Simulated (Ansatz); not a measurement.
BeTe3 and its competing phases

Theory: DFT PBE, scalar-relativistic, plane waves, PAW in Ansatz 0.2.0. Settings: cutoff 420 eV, Γ-centred meshes spaced at most about 0.3 Å⁻¹, and about 0.25 Å⁻¹ or finer for metals (2π included), Gaussian smearing. No spin polarisation.

Energies over the elements count from the elements' standard structures at the same level, with no fitted energy shifts.

All energies are static (0 K, no zero-point motion). Spin–orbit coupling, which can matter for Te, is left out. The reference form of Te is held partly by dispersion forces, which this level lacks.

The competitors are the elements and 1 reference phase of this chemical system (from databases or known types: BeTe), relaxed at the same level; other known phases may be missing.

The candidate was reached from: GdSn3 type (Pm-3m).

```
CELL_PARAMETERS angstrom
4.65975 0.00000 0.00000
0.00000 4.65975 0.00000
0.00000 0.00000 4.65975
ATOMIC_POSITIONS crystal
Be 0.00000 0.00000 0.00000
Te 0.50000 0.00000 0.50000
Te 0.00000 0.50000 0.50000
Te 0.50000 0.50000 0.00000
```

Question: Where does it stand against these competitors?

Answer: Not stable. Its formation energy is 0.804 eV/atom. The lowest competing mixture at this composition is this:

| phase | space group | source | share of atoms | ΔE_f (eV/atom) |
| --- | --- | --- | --- | --- |
| Te | - | element | 0.5000 | 0.000 |
| BeTe | F-43m (No. 216) | COD | 0.5000 | -0.361 |

The mixture lies at -0.180 eV/atom, and the candidate lies 0.98 eV/atom above it. The candidate matches no cell in the subsets of the Crystallography Open Database and the Materials Project at hand. A phase this far over the hull is unlikely to be made. It has the Cu3Au (L1_2) type.
